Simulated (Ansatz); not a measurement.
# Sb under changes of volume

One of the cells (26.962 Å³/atom); the others are scaled copies at fixed shape and fractional positions:

```xyz
1
Lattice="-1.5765 1.5765 2.7119 1.5765 -1.5765 2.7119 1.5765 1.5765 -2.7119" Properties=species:S:1:pos:R:3 pbc="T T T"
Sb    0.0000    0.0000    0.0000
```

This isn't the form of Sb at room conditions, which is rhombohedral.

* Program: Ansatz 0.2.0
* Functional: PBEsol
* Dispersion: D4
* Potentials or basis: all-electron LAPW, scalar-relativistic
* Cutoff: 185 eV (chosen from the basis error)
* Basis error allowed: 0.001 eV/atom
* k mesh: 12 × 12 × 12
* Occupations: gaussian, width 0.01 eV
* Spin: no spin polarisation

```tsv
volume (Å³/atom)	energy over the lowest point (meV/atom)	pressure (GPa)
25.344	0.89	1.1
25.883	0.00	-0.5
26.423	4.22	-1.9
26.962	12.64	-3.1
27.501	25.00	-4.2
28.040	?	?
28.580	60.22	-6.1
```

What does the run at 28.040 Å³/atom give?

Energy over the lowest point 41.00 meV/atom; pressure -5.2 GPa.

Worked out: A Birch-Murnaghan fit of order 3 (a polynomial in V^(-2/3)) to the other rows has its minimum at 25.70 Å³/atom with B0 = V·E''(V) = 72 GPa and B' = 4.0 at fixed shape and positions, which overstates the stiffness. It gives 41.00 meV/atom at 28.040 Å³/atom, against the run's 41.00, and -dE/dV = -5.2 GPa, against -5.2.

Energies are extrapolated to zero smearing.

Caveats: pairwise dispersion overbinds metals, which lowers pressure and volume.
